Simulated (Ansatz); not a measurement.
# ZnSe (Stilleite) (F-43m) in Ansatz: notebook

Runs on ZnSe (Stilleite). Level: PBEsol. Tasks: band structure.

Program: Ansatz 0.2.0. These are calculated values, not measurements. Logs are shortened: lines on timing, memory, paths and dates and some standing lists are left out, and cuts for length are marked.

**Experimental background.**

From “Alloy Disordering Effects on the Thermal Conductivity and Energy Gap Temperature Dependence of Cd1−xZnxSe Ternary Crystals Grown by the Bridgman Method”, 2023, pmc:10253836, for a bulk crystal of ZnSe at 300 K: band gap 2.695 ± 0.003 eV (an exciton energy, a little under the gap).

The runs below are set against these values where they give the same quantity.

## (1) The crystal as given

It takes space group F-43m (No. 216, cubic). The conventional cell has a = 5.668 Å, b = 5.668 Å, c = 5.668 Å, α = 90.00°, β = 90.00°, γ = 90.00°. Se (site symmetry -43m) has 4 Zn at 2.45 Å as nearest neighbours. Around Zn (site symmetry -43m) lie 4 Se at 2.45 Å.

## (2) Band structure, PBEsol

Input file input.yaml:

```yaml
crystal:
  lattice:
    - [0.0, 2.8338, 2.8338]
    - [2.8338, 0.0, 2.8338]
    - [2.8338, 2.8338, 0.0]
  atoms:
    - { symbol: Se, position: [0.75, 0.75, 0.75] }
    - { symbol: Zn, position: [0.0, 0.0, 0.0] }
kpoints:
  mp_grid: { grid: [8, 8, 8] }
  band_path:
    path:
      - [0.0, 0.0, 0.0]
      - [0.5, 0.0, 0.5]
      - [0.5, 0.25, 0.75]
      - [0.375, 0.375, 0.75]
      - [0.0, 0.0, 0.0]
      - [0.5, 0.5, 0.5]
      - [0.625, 0.25, 0.625]
      - [0.5, 0.25, 0.75]
    npoints: 6
scf:
  occupations: { method: fermi_dirac, width: 0.05 }
hamiltonian:
  xc: pbesol
  pseudopotentials:
    kind: all_electron
    lapw: { basis_error: 0.001 }
    dirac_shells: { Se: ["3p"], Zn: ["2p"] }
output:
  forces: true
  stress: true
  eigenvalues: true
```

Potentials or basis: all-electron LAPW, inner shells corrected to Dirac's equation.

Launch:

```
ansatz run input.yaml --threads 1 --pin off --max-ram 3072MiB --backend cpu --events-out ev --progress --plain --runs-dir out
```

What it wrote:

```text
Warning: RAYON_NUM_THREADS=1 ignored (pool sized by the plan → 1); use --threads N
LAPW: plane waves up to 9.033 Å⁻¹, error target 1.0e-3 eV per atom; small_component_spin mean_spin; Zn in spheres of 1.247 Å, 20 of its electrons in bands, Dirac shells [2p]; Se in spheres of 1.207 Å, 24 of its electrons in bands, Dirac shells [2p, 3p] (how accurate: hamiltonian.pseudopotentials.lapw.basis_error, Limitations)
Engine: ansatz 0.2.0, aarch64-unknown-linux-gnu
Pseudopotentials: kind: all_electron
Pseudopotential: Se, LAPW, valence charge 24, lapw/all_electron/scalar/gaussian/Se, Koelling and Harmon's equation with Dirac's for 2p 3p, gaussian nucleus
Pseudopotential: Zn, LAPW, valence charge 20, lapw/all_electron/scalar/gaussian/Zn, Koelling and Harmon's equation with Dirac's for 2p, gaussian nucleus
Functional definition: PBEsol
  exchange = pbesol_x
  correlation = pbesol_c
Crystal: 2 atoms, lattice volume = 45.513 Å³
Basis set: ecut = 310.8871463406472 eV, 537 PW (Γ), exchange–correlation at level 2
Bands: 27, of which v1, the nominal top of the filled ones, is band 22 counted from 1 (21 counted from 0)
Symmetry: 24 space group operations
Space group: F-43m (ITA 216), of the structure as read, at distance tolerance 3.6e-5 Å
k-points: 29 of 512 (time reversal used)
Non-local potential: Se, projectors of the file, none
Non-local potential: Zn, projectors of the file, none
Initial density: superposition of atomic densities (chi_scale 0.1, normalization cell, long waves kept (reshape's long-wave potential 0.00 eV rms))
Initial wavefunctions: plane waves of lowest kinetic energy (no species holds an atomic orbital)
Functional: x = pbesol(κ = 0.804, μ = 0.12345679012345678), c = pbesol(β = 0.046)
iter 1 solved again at ethr=1.46e-3 eV; its pass at ethr=1.00e-1 eV (dr2=6.41e-1 eV) is discarded
SCF iter   1: F=—  HF=-114922.884396 eV  |F-HF|=—  |Δ(HF+E_count)|=         —  Δρ=2.96e-2  dr2=6.42e-1  ethr=1.46e-3  ⟨swp⟩=2.0  Hψ=4924  notcnv=0
preconditioner: auto → none  [insulator: Δε(μ)=1.432 eV  Ē_g=12.102 eV  σ=0.050 eV  W_gap=1.00  n_scr=14 (ndim 8)  ℏωp=23.4 eV  f_vac=0.193  D(μ)=0.00/eV (n_scr^D=0)  ε∞_Penn≈4.7]
iter 2 solved again at ethr=6.84e-5 eV; its pass at ethr=1.46e-3 eV (dr2=3.01e-2 eV) is discarded
SCF iter   2: F=—  HF=-114922.679290 eV  |F-HF|=—  |Δ(HF+E_count)|=   2.05e-1  Δρ=9.28e-3  dr2=3.01e-2  ethr=6.84e-5  ⟨swp⟩=2.0  Hψ=4020  notcnv=0
SCF iter   3: F=—  HF=-114922.599926 eV  |F-HF|=—  |Δ(HF+E_count)|=   7.94e-2  Δρ=6.27e-3  dr2=1.44e-2  ethr=6.84e-5  ⟨swp⟩=3.0  Hψ=2550  notcnv=0
SCF iter   4: F=—  HF=-114922.592284 eV  |F-HF|=—  |Δ(HF+E_count)|=         —  Δρ=2.73e-3  dr2=2.75e-3  ethr=3.27e-5  ⟨swp⟩=2.0  Hψ=2227  notcnv=0
the basis was enlarged: its passes take 30.6 KiB over the memory plan, 1 of 1 planned eigensolver slots
SCF iter   5: F=—  HF=-114922.591975 eV  |F-HF|=—  |Δ(HF+E_count)|=   3.09e-4  Δρ=4.77e-4  dr2=6.17e-5  ethr=6.26e-6  ⟨swp⟩=2.0  Hψ=2227  notcnv=0
SCF iter   6: F=—  HF=-114922.591966 eV  |F-HF|=—  |Δ(HF+E_count)|=   9.49e-6  Δρ=6.68e-5  dr2=1.38e-6  ethr=1.40e-7  ⟨swp⟩=2.0  Hψ=2228  notcnv=0
SCF iter   7: F=-114922.591968 eV  HF=-114922.591968 eV  |F-HF|=8.15e-10  |Δ(HF+E_count)|=   2.00e-6  Δρ=8.29e-6  dr2=2.47e-8  ethr=3.14e-9  ⟨swp⟩=3.0  Hψ=2313  notcnv=0
SCF 1 converged in 7 iterations: F = -114922.591968 eV  dr2 = 2.47e-8
NSCF: frozen V_eff on 43 k-points
SCF converged after 7 iterations
Free energy (F): -114922.591968 eV
Harris-Foulkes:  -114922.591968 eV  (|F-HF|=8.15e-10)
Internal energy: -114922.591968 eV  (E = F + TS)
E sigma→0 (E₀):  -114922.591968 eV
Entropy (-TS):   -0.000000 eV (-0.000 meV/atom)
Fermi energy:    8.535054 eV
--- Per-component energies (eV) ---
  E_band       = -2240.982681
  E_kinetic    = 117396.673997
  E_xc         = -4262.148119
  E_electrostatic = -228057.117846  (all electrons and nuclei)
  E_smearing   = -0.000000  (= −TS)
  E_closure    = 0.000000  (closes the sum)
  E_atoms      = -114915.828392  (free atoms, spherical and without spin; not in F)
  Σ components = -114922.591968   (vs F -114922.591968, Δ=0.00e0)
  Basis errors (estimates in eV, not in F): energy 4.3e-4 per atom: plane waves 4.0e-4 (2.4e-4 summed), levels above the bands 3.2e-86, relativity 6.8e-8, radial functions 3.4e-5, core shells 5.2e-10; eigenvalues (radial functions only) 1.6e-6; not estimated: angular momenta, meshes, grids; target (lapw.basis_error) 1.0e-3; muffin-tin radii Zn 1.247 Å, Se 1.207 Å
--- Forces (eV/Å), atoms counted from 1 ---
  atom   1  Se    -0.00000000     0.00000000    -0.00000000
  atom   2  Zn     0.00000000    -0.00000000    -0.00000000
  max |Σ_I F_I| component: 2.54e-17 eV/Å
--- Stress (GPa, compression-positive) ---
       -1.111528      -0.000000       0.000000
       -0.000000      -1.111528       0.000000
        0.000000       0.000000      -1.111528
  P = ⅓ Tr σ = -1.1115 GPa (-11.115 kbar)
--- Band table (eV; the first three rows and the last of 29) ---
  k-point 0: bands = ["-198.8699", "-138.5337", "-138.5337", "-138.5337", "-116.9589", "-71.2881", "-71.2881", "-71.2881", "-38.9778", "-38.9778", "-38.9778", "-38.9734", "-38.9734", "-5.3708", "1.3601", "1.3601", "1.3601", "1.7312", "1.7312", "7.9157", "7.9157", "7.9157", "9.0857", "13.6621", "13.6621", "13.6621", "17.6599"]
  k-point 1: bands = ["-198.8699", "-138.5337", "-138.5337", "-138.5337", "-116.9589", "-71.2881", "-71.2881", "-71.2881", "-38.9778", "-38.9778", "-38.9778", "-38.9734", "-38.9734", "-5.2694", "1.3660", "1.3760", "1.3760", "1.7298", "1.7298", "6.5678", "7.7623", "7.7623", "10.1001", "13.5831", "13.9173", "13.9173", "18.5380"]
  k-point 2: bands = ["-198.8699", "-138.5337", "-138.5337", "-138.5337", "-116.9589", "-71.2881", "-71.2881", "-71.2881", "-38.9778", "-38.9777", "-38.9777", "-38.9734", "-38.9734", "-5.0059", "1.4109", "1.4109", "1.4188", "1.7312", "1.7312", "4.8348", "7.4351", "7.4351", "10.5734", "14.2941", "14.2941", "14.3762", "18.2913"]
  k-point 28: bands = ["-198.8699", "-138.5337", "-138.5337", "-138.5337", "-116.9589", "-71.2882", "-71.2882", "-71.2881", "-38.9778", "-38.9777", "-38.9775", "-38.9734", "-38.9733", "-4.2998", "1.4751", "1.5674", "1.6974", "1.7009", "2.0323", "3.2014", "5.1215", "5.2171", "13.2785", "13.4380", "14.7860", "15.5019", "19.5317"]
```

It took 23 s on 1 thread of Arm Neoverse V1, shared host; peak memory 0.29 GiB.

What came out:

```
Free energy             : -114922.5920 eV
Pressure                : -1.1 GPa
Band gap on the k mesh  : 1.17 eV, direct
Band gap along the path : 1.17 eV, direct
```

Levels at the corners of the path, in eV from the valence-band top:
| point | band 19 | band 20 | band 21 | band 22 | band 23 | band 24 | band 25 | band 26 |
| --- | --- | --- | --- | --- | --- | --- | --- | --- |
| Γ | -6.18 | 0.00 | 0.00 | 0.00 | 1.17 | 5.75 | 5.75 | 5.75 |
| X | -6.01 | -4.78 | -2.20 | -2.20 | 2.85 | 3.38 | 10.59 | 11.18 |
| W | -5.88 | -4.71 | -2.79 | -2.70 | 5.36 | 5.52 | 6.87 | 7.59 |
| K | -5.92 | -4.75 | -3.13 | -1.81 | 3.48 | 5.52 | 8.93 | 9.21 |
| Γ | -6.18 | 0.00 | 0.00 | 0.00 | 1.17 | 5.75 | 5.75 | 5.75 |
| L | -6.03 | -5.27 | -0.87 | -0.87 | 2.45 | 6.32 | 6.32 | 8.40 |
| U | -5.92 | -4.75 | -3.13 | -1.81 | 3.48 | 5.52 | 8.93 | 9.21 |
| W | -5.88 | -4.71 | -2.79 | -2.70 | 5.36 | 5.52 | 6.87 | 7.59 |

## (3) Band structure, PBEsol

Changes to input.yaml since step 2:

```diff
@@ -9,3 +9,3 @@
 kpoints:
-  mp_grid: { grid: [8, 8, 8] }
+  mp_grid: { grid: [6, 6, 6] }
   band_path:
@@ -25,6 +25,3 @@
   xc: pbesol
-  pseudopotentials:
-    kind: all_electron
-    lapw: { basis_error: 0.001 }
-    dirac_shells: { Se: ["3p"], Zn: ["2p"] }
+  pseudopotentials: { kind: all_electron, lapw: { basis_error: 0.001 } }
 output:
```

Potentials or basis: all-electron LAPW, scalar-relativistic.

Launch:

```
ansatz run input.yaml --threads 1 --pin off --max-ram 3072MiB --backend cpu --events-out ev --progress --plain --runs-dir out
```

Run time: 12 s. Hardware: 1 thread of AMD EPYC 7R13 (Zen 3), shared host; peak memory 0.29 GiB.

It converged, with:

```yaml
Free_energy: -114917.0571 eV
Pressure: -1.1 GPa
Band_gap_on_the_k_mesh: 1.17 eV, direct
Band_gap_along_the_path: 1.17 eV, direct
```

Levels at the corners of the path, in eV from the valence-band top:
```
point  band 19  band 20  band 21  band 22  band 23  band 24  band 25  band 26
    Γ    -6.19     0.00     0.00     0.00     1.17     5.74     5.74     5.74
    X    -6.01    -4.78    -2.20    -2.20     2.84     3.38    10.59    11.17
    W    -5.89    -4.72    -2.80    -2.70     5.36     5.52     6.87     7.58
    K    -5.92    -4.75    -3.13    -1.81     3.47     5.52     8.93     9.21
    Γ    -6.19     0.00     0.00     0.00     1.17     5.74     5.74     5.74
    L    -6.03    -5.28    -0.87    -0.87     2.45     6.31     6.31     8.40
    U    -5.92    -4.75    -3.13    -1.81     3.47     5.52     8.93     9.21
    W    -5.89    -4.72    -2.80    -2.70     5.36     5.52     6.87     7.58
```

## (4) Band structure, PBEsol, spin-orbit coupling, no magnetisation

Changes to input.yaml since step 3:

```diff
@@ -26,2 +26,5 @@
   pseudopotentials: { kind: all_electron, lapw: { basis_error: 0.001 } }
+magnetization:
+  noncollinear: true
+  spin_orbit: true
 output:
```

Potentials or basis: all-electron LAPW, relativistic spinors.

Launch:

```
ansatz run input.yaml --threads 1 --pin off --max-ram 3072MiB --backend cpu --events-out ev --progress --plain --runs-dir out
```

Wall time 55 s (1 thread of AMD EPYC 7R13 (Zen 3), shared host); peak memory 0.45 GiB.

Results (log left out):

* Free energy: -114922.8755 eV
* Pressure: -1.1 GPa
* Band gap on the k mesh: 1.04 eV, direct
* Band gap along the path: 1.04 eV, direct

Levels at the corners of the path, in eV from the valence-band top:
| point | band 41 | band 42 | band 43 | band 44 | band 45 | band 46 | band 47 | band 48 |
| --- | --- | --- | --- | --- | --- | --- | --- | --- |
| Γ | 0.00 | 0.00 | 0.00 | 0.00 | 1.04 | 1.04 | 5.52 | 5.52 |
| X | -2.42 | -2.42 | -2.25 | -2.25 | 2.72 | 2.72 | 3.25 | 3.25 |
| W | -3.04 | -2.86 | -2.81 | -2.80 | 5.17 | 5.23 | 5.37 | 5.48 |
| K | -3.32 | -3.20 | -1.93 | -1.93 | 3.35 | 3.35 | 5.34 | 5.45 |
| Γ | 0.00 | 0.00 | 0.00 | 0.00 | 1.04 | 1.04 | 5.52 | 5.52 |
| L | -1.12 | -1.12 | -0.89 | -0.89 | 2.32 | 2.32 | 6.15 | 6.15 |
| U | -3.32 | -3.20 | -1.93 | -1.93 | 3.35 | 3.35 | 5.34 | 5.45 |
| W | -3.04 | -2.86 | -2.81 | -2.80 | 5.17 | 5.23 | 5.37 | 5.48 |

## (5) The runs side by side

| potentials or basis | spin | k mesh | gap on the mesh (eV) | pressure (GPa) |
| --- | --- | --- | --- | --- |
| all-electron LAPW, inner shells corrected to Dirac's equation | off | 8 × 8 × 8 | 1.17 | -1.1 |
| all-electron LAPW, scalar-relativistic | off | 6 × 6 × 6 | 1.17 | -1.1 |
| all-electron LAPW, relativistic spinors | SOC, no magnetisation | 6 × 6 × 6 | 1.04 | -1.1 |

Alike in all rows: task band structure; level PBEsol; cell as given; cutoff (eV) 311; smearing fermi-dirac 0.05 eV; basis error allowed 0.001 eV/atom.

Compare energies only between runs with the same functional and basis.

## (6) Against experiment

Step 2. Against the measured gap of ZnSe, 2.695 eV (an exciton energy, a little under the gap; 300 K; “Alloy Disordering Effects on the Thermal Conductivity and Energy Gap Temperature Dependence of Cd1−xZnxSe Ternary Crystals Grown by the Bridgman Method”, 2023, pmc:10253836), the calculated 1.17 eV is off by -1.53 eV. So large a miss can be the level of theory's own, or it may mean another phase, state or a wrong row. Spin-orbit coupling on Se is left out. The value is that of PBEsol, without temperature or zero-point motion. Semilocal functionals fall short of measured gaps as a rule.

Step 3. A measured gap of ZnSe is 2.695 eV (an exciton energy, a little under the gap; 300 K; “Alloy Disordering Effects on the Thermal Conductivity and Energy Gap Temperature Dependence of Cd1−xZnxSe Ternary Crystals Grown by the Bridgman Method”, 2023, pmc:10253836); the calculated 1.17 eV misses it by -1.53 eV. So large a miss can be the level of theory's own, or it may mean another phase, state or a wrong row. Spin-orbit coupling on Se is left out. The value is that of PBEsol, without temperature or zero-point motion. Semilocal functionals fall short of measured gaps as a rule.

Step 4. Against the measured gap of ZnSe, 2.695 eV (an exciton energy, a little under the gap; 300 K; “Alloy Disordering Effects on the Thermal Conductivity and Energy Gap Temperature Dependence of Cd1−xZnxSe Ternary Crystals Grown by the Bridgman Method”, 2023, pmc:10253836), the calculated 1.04 eV is off by -1.65 eV. So large a miss can be the level of theory's own, or it may mean another phase, state or a wrong row. The value is that of PBEsol, without temperature or zero-point motion. Semilocal functionals fall short of measured gaps as a rule.
